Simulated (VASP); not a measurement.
# Cd: generalised stacking fault

Cd, P6_3/mmc (no. 194), 8 atoms in the cell. PBE, constrained relaxations along a path; PAW potentials Cd (PBE set).

Path: generalised stacking fault, a/3<10-10> on (0001); Layers in the cell: 8.

## Input

INCAR:
```
  PREC = Normal
  ENCUT = 300
  EDIFF = 1E-6
  ISMEAR = 1
  SIGMA = 0.2
  LREAL = False
  LASPH = True
  NELM = 100
  ALGO = Normal
  LWAVE = False
  LCHARG = False
  IBRION = 2
  NSW = 100
  ISIF = 2
  EDIFFG = -0.02
  POTIM = 0.5
  ISYM = 2
  KPAR = 8
```

KPOINTS:
```
k-points
0
Gamma
  17 17 2
```

POSCAR.step1:
```
Cd
1.0
    2.9788700000      0.0000000000      0.0000000000
    1.4894350000      2.5797770946      0.0000000000
    0.0000000000      0.0000000000     22.4706000000
Cd
8
Selective dynamics
Direct
   -0.3333333333      0.6666666667      0.0000000000  F F T
    0.0000000000      0.0000000000      0.1250000000  F F T
   -0.3333333333      0.6666666667      0.2500000000  F F T
    0.0000000000      0.0000000000      0.3750000000  F F T
   -0.3333333333      0.6666666667      0.5000000000  F F T
    0.0000000000      0.0000000000      0.6250000000  F F T
   -0.3333333333      0.6666666667      0.7500000000  F F T
    0.0000000000      0.0000000000      0.8750000000  F F T
```

POSCAR.step2:
```
Cd
1.0
    2.9788700000      0.0000000000      0.0000000000
    1.4894350000      2.5797770946      0.0000000000
   -0.2978870000     -0.1719851396     22.4706000000
Cd
8
Selective dynamics
Direct
   -0.3333333333      0.6666666667      0.0000000000  F F T
    0.0083333333      0.0083333333      0.1250000000  F F T
   -0.3166666667      0.6833333333      0.2500000000  F F T
    0.0250000000      0.0250000000      0.3750000000  F F T
   -0.3000000000      0.7000000000      0.5000000000  F F T
    0.0416666667      0.0416666667      0.6250000000  F F T
   -0.2833333333      0.7166666667      0.7500000000  F F T
    0.0583333333      0.0583333333      0.8750000000  F F T
```

POSCAR.step3:
```
Cd
1.0
    2.9788700000      0.0000000000      0.0000000000
    1.4894350000      2.5797770946      0.0000000000
   -0.5957740000     -0.3439702793     22.4706000000
Cd
8
Selective dynamics
Direct
   -0.3333333333      0.6666666667      0.0000000000  F F T
    0.0166666667      0.0166666667      0.1250000000  F F T
   -0.3000000000      0.7000000000      0.2500000000  F F T
    0.0500000000      0.0500000000      0.3750000000  F F T
   -0.2666666667      0.7333333333      0.5000000000  F F T
    0.0833333333      0.0833333333      0.6250000000  F F T
   -0.2333333333      0.7666666667      0.7500000000  F F T
    0.1166666667      0.1166666667      0.8750000000  F F T
```

POSCAR.step4:
```
Cd
1.0
    2.9788700000      0.0000000000      0.0000000000
    1.4894350000      2.5797770946      0.0000000000
   -0.7447175000     -0.4299628491     22.4706000000
Cd
8
Selective dynamics
Direct
   -0.3333333333      0.6666666667      0.0000000000  F F T
    0.0208333333      0.0208333333      0.1250000000  F F T
   -0.2916666667      0.7083333333      0.2500000000  F F T
    0.0625000000      0.0625000000      0.3750000000  F F T
   -0.2500000000      0.7500000000      0.5000000000  F F T
    0.1041666667      0.1041666667      0.6250000000  F F T
   -0.2083333333      0.7916666667      0.7500000000  F F T
    0.1458333333      0.1458333333      0.8750000000  F F T
```

POSCAR.step5:
```
Cd
1.0
    2.9788700000      0.0000000000      0.0000000000
    1.4894350000      2.5797770946      0.0000000000
   -0.8936610000     -0.5159554189     22.4706000000
Cd
8
Selective dynamics
Direct
   -0.3333333333      0.6666666667      0.0000000000  F F T
    0.0250000000      0.0250000000      0.1250000000  F F T
   -0.2833333333      0.7166666667      0.2500000000  F F T
    0.0750000000      0.0750000000      0.3750000000  F F T
   -0.2333333333      0.7666666667      0.5000000000  F F T
    0.1250000000      0.1250000000      0.6250000000  F F T
   -0.1833333333      0.8166666667      0.7500000000  F F T
    0.1750000000      0.1750000000      0.8750000000  F F T
```

POSCAR.step6:
```
Cd
1.0
    2.9788700000      0.0000000000      0.0000000000
    1.4894350000      2.5797770946      0.0000000000
   -1.1915480000     -0.6879405586     22.4706000000
Cd
8
Selective dynamics
Direct
   -0.3333333333      0.6666666667      0.0000000000  F F T
    0.0333333333      0.0333333333      0.1250000000  F F T
   -0.2666666667      0.7333333333      0.2500000000  F F T
    0.1000000000      0.1000000000      0.3750000000  F F T
   -0.2000000000      0.8000000000      0.5000000000  F F T
    0.1666666667      0.1666666667      0.6250000000  F F T
   -0.1333333333      0.8666666667      0.7500000000  F F T
    0.2333333333      0.2333333333      0.8750000000  F F T
```

POSCAR.step7:
```
Cd
1.0
    2.9788700000      0.0000000000      0.0000000000
    1.4894350000      2.5797770946      0.0000000000
   -1.4894350000     -0.8599256982     22.4706000000
Cd
8
Selective dynamics
Direct
   -0.3333333333      0.6666666667      0.0000000000  F F T
    0.0416666667      0.0416666667      0.1250000000  F F T
   -0.2500000000      0.7500000000      0.2500000000  F F T
    0.1250000000      0.1250000000      0.3750000000  F F T
   -0.1666666667      0.8333333333      0.5000000000  F F T
    0.2083333333      0.2083333333      0.6250000000  F F T
   -0.0833333333      0.9166666667      0.7500000000  F F T
    0.2916666667      0.2916666667      0.8750000000  F F T
```

Commands (each step's output is kept before the next begins):
```
cat potpaw_PBE.64/Cd/POTCAR > POTCAR
# POSCAR: c tilted by 0 of a/3<10-10> on (0001)
cp POSCAR.step1 POSCAR
mpirun -np 8 vasp_std > vasp.out
# POSCAR: c tilted by 0.2 of a/3<10-10> on (0001)
cp POSCAR.step2 POSCAR
mpirun -np 8 vasp_std > vasp.out
# POSCAR: c tilted by 0.4 of a/3<10-10> on (0001)
cp POSCAR.step3 POSCAR
mpirun -np 8 vasp_std > vasp.out
# POSCAR: c tilted by 0.5 of a/3<10-10> on (0001)
cp POSCAR.step4 POSCAR
mpirun -np 8 vasp_std > vasp.out
# POSCAR: c tilted by 0.6 of a/3<10-10> on (0001)
cp POSCAR.step5 POSCAR
mpirun -np 8 vasp_std > vasp.out
# POSCAR: c tilted by 0.8 of a/3<10-10> on (0001)
cp POSCAR.step6 POSCAR
mpirun -np 8 vasp_std > vasp.out
# POSCAR: c tilted by 1 of a/3<10-10> on (0001)
cp POSCAR.step7 POSCAR
mpirun -np 8 vasp_std > vasp.out
```

## Result

- Unstable fault energy (mJ/m²): 57
- Energy at the end of the slip (mJ/m²): 42
- Ionic steps, all stages: 16
- Electronic steps, all stages: 153

Energy along the slip:

| Share of the slip | Fault energy (mJ/m²) |
|---|---|
| 0 | 0 |
| 0.2 | 21 |
| 0.4 | 49 |
| 0.5 | 56 |
| 0.6 | 56 |
| 0.8 | 48 |
| 1 | 42 |

Limits: the faults repeat once a cell, and the in-plane lattice is that of the given cell.

VASP 6.6.1 took 632 s on 8 cores (Intel Xeon Platinum 8375C @ 2.90GHz (Ice Lake)), a shared host.
